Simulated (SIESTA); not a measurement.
# AgCl (Chlorargyrite) in SIESTA: convergence with Tolerance

Crystal: AgCl (Chlorargyrite).

```
CELL_PARAMETERS angstrom
0.00000 2.73500 2.73500
2.73500 0.00000 2.73500
2.73500 2.73500 0.00000
ATOMIC_POSITIONS crystal
Ag 0.98280 0.01129 0.99551
Cl 0.49628 0.50908 0.50356
```

The cell isn't the ideal one: atoms moved at random, drawn with an rms of 0.05 Å.

| Item | Value |
| --- | --- |
| Program | SIESTA 5.4.2 |
| Task | single point |
| Functional | PBE |
| Potentials or basis | PseudoDojo 0.4 standard (PBE files) |
| Basis | DZP (energy shift 0.002 Ry) |
| Grid cutoff | 800 Ry |
| Energy shift | 0.002 Ry |
| k mesh | 6 × 6 × 6 |
| Occupations | fermi-dirac, width 0.05 eV |
| Spin | no spin polarisation |

These are the settings of the first run; the series varies Tolerance, with any setting tied to it.

Hardware: 1 thread of Arm Neoverse V1, on a shared host.

```tsv
Tolerance	energy less the tightest run, at zero smearing (meV/atom)	pressure (GPa)	gap on the mesh (eV)	SCF cycles	CPU time (s)	peak memory (GiB)
0.1	0.15	4.79	1.116	4	15	0.23
0.01	0.00	4.83	1.121	6	17	0.23
0.001	0.00	4.83	1.121	6	18	0.23
0.0001	0.00	4.83	1.121	9	21	0.23
1e-05	0.00	4.83	1.121	10	23	0.23
1e-06	0.00	4.83	1.121	12	25	0.23
```

Against the tightest run, the energy stays within 1 meV/atom from 0.1 on; the pressure stays within 0.1 GPa from 0.1 on; the gap on the mesh stays within 0.01 eV from 0.1 on. The tightest run that finished is the yardstick and may itself not be fully converged.

Caveat, for the tightest run too: semicore shells carry a single zeta, which can move pressures by several GPa and volumes by a few percent; the basis of atomic orbitals isn't converged, which shifts pressures, moduli and gaps.
